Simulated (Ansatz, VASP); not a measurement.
TaN: VASP beside Ansatz

Contents of INCAR:

```
  PREC = Accurate
  ENCUT = 520
  EDIFF = 1E-6
  ISMEAR = -1
  SIGMA = 0.05
  LREAL = F
  LASPH = T
  NELM = 100
  ALGO = Normal
  ISIF = 2
  LWAVE = F
  LCHARG = F
  LMAXMIX = 4
  METAGGA = R2SCAN
  LMIXTAU = T
```

KPOINTS

```
Automatic mesh
0
Gamma
  7 7 4
```

Contents of POSCAR:

```
TaN
1.0
    2.9217699809      0.0000000000      0.0000000000
   -1.4608849905      2.5303270275      0.0000000000
    0.0000000000      0.0000000000      5.9165150000
Ta N
2 2
Direct
    0.0000000000      0.0000000000      0.5000000000
    0.0000000000      0.0000000000      0.0000000000
    0.3333333333      0.6666666667      0.2500000000
    0.6666666667      0.3333333333      0.7500000000
```

File KPOINTS_OPT:

```
path GMKGALHA,LM,KH
10
line-mode
reciprocal
 0.0000000000  0.0000000000  0.0000000000  G
 0.5000000000  0.0000000000  0.0000000000  M

 0.5000000000  0.0000000000  0.0000000000  M
 0.3333333333  0.3333333333  0.0000000000  K

 0.3333333333  0.3333333333  0.0000000000  K
 0.0000000000  0.0000000000  0.0000000000  G

 0.0000000000  0.0000000000  0.0000000000  G
 0.0000000000  0.0000000000  0.5000000000  A

 0.0000000000  0.0000000000  0.5000000000  A
 0.5000000000  0.0000000000  0.5000000000  L

 0.5000000000  0.0000000000  0.5000000000  L
 0.3333333333  0.3333333333  0.5000000000  H

 0.3333333333  0.3333333333  0.5000000000  H
 0.0000000000  0.0000000000  0.5000000000  A

 0.5000000000  0.0000000000  0.5000000000  L
 0.5000000000  0.0000000000  0.0000000000  M

 0.3333333333  0.3333333333  0.0000000000  K
 0.3333333333  0.3333333333  0.5000000000  H
```

Contents of input.yaml:

```yaml
crystal:
  lattice:
    - [2.9217699809, 0.0, 0.0]
    - [-1.4608849905, 2.5303270275, 0.0]
    - [0.0, 0.0, 5.916515]
  atoms:
    - { symbol: Ta, position: [0.0, 0.0, 0.5] }
    - { symbol: Ta, position: [0.0, 0.0, 0.0] }
    - { symbol: "N", position: [0.3333333333, 0.6666666667, 0.25] }
    - { symbol: "N", position: [0.6666666667, 0.3333333333, 0.75] }
hamiltonian:
  xc: r2scan
  pseudopotentials: { kind: paw }
kpoints:
  mp_grid: { grid: [7, 7, 4] }
  band_path:
    path:
      - [[0.0, 0.0, 0.0], [0.5, 0.0, 0.0], [0.3333333333, 0.3333333333, 0.0], [0.0, 0.0, 0.0], [0.0, 0.0, 0.5], [0.5, 0.0, 0.5], [0.3333333333, 0.3333333333, 0.5], [0.0, 0.0, 0.5]]
      - [[0.5, 0.0, 0.5], [0.5, 0.0, 0.0]]
      - [[0.3333333333, 0.3333333333, 0.0], [0.3333333333, 0.3333333333, 0.5]]
    npoints: 14
scf:
  occupations: { method: fermi_dirac, width: 0.05 }
  n_extra_bands: 10
output:
  forces: true
  stress: true
  eigenvalues: true
  fatbands: true
```

The cell comes from a database or a generator and needn't be the stable form of this composition.

Alike in both runs: task band structure; functional r2SCAN; k mesh 7 × 7 × 4; occupations fermi-dirac, width 0.05 eV; no spin polarisation.

|  | VASP | Ansatz |
| --- | --- | --- |
| version | VASP 6.6.1 | Ansatz 0.2.0 |
| potentials or method | VASP PAW PBE potentials, release 64 (Ta_pv, N) | Ansatz PAW |
| plane-wave cutoff (eV) | 520 | 500 |
| valence electrons in the cell | 32 | 36 |

|  | VASP | Ansatz | Ansatz less VASP |
| --- | --- | --- | --- |
| gap on the k mesh at the Fermi level (eV) | none | none | - |
| pressure (GPa) | -4.3 | -6.0 | -1.65 |
| largest component of the traceless stress (GPa) | 1.86 | 1.66 | -0.203 |

A gap of «none» marks a metal or a gap that the smearing closes. With one functional, cell and mesh, what is left measures potentials, basis and numerics. The two sets of potentials don't hold the same shells in valence.

Caveats: spin-orbit coupling is left out, which moves the levels of the heavy elements; the PAW data sets were made with another functional, which shifts forces and pressure a little (VASP); the PAW data sets come from PBE, with cores solved anew for the run's functional, which leaves a small shift of forces and pressure (Ansatz).
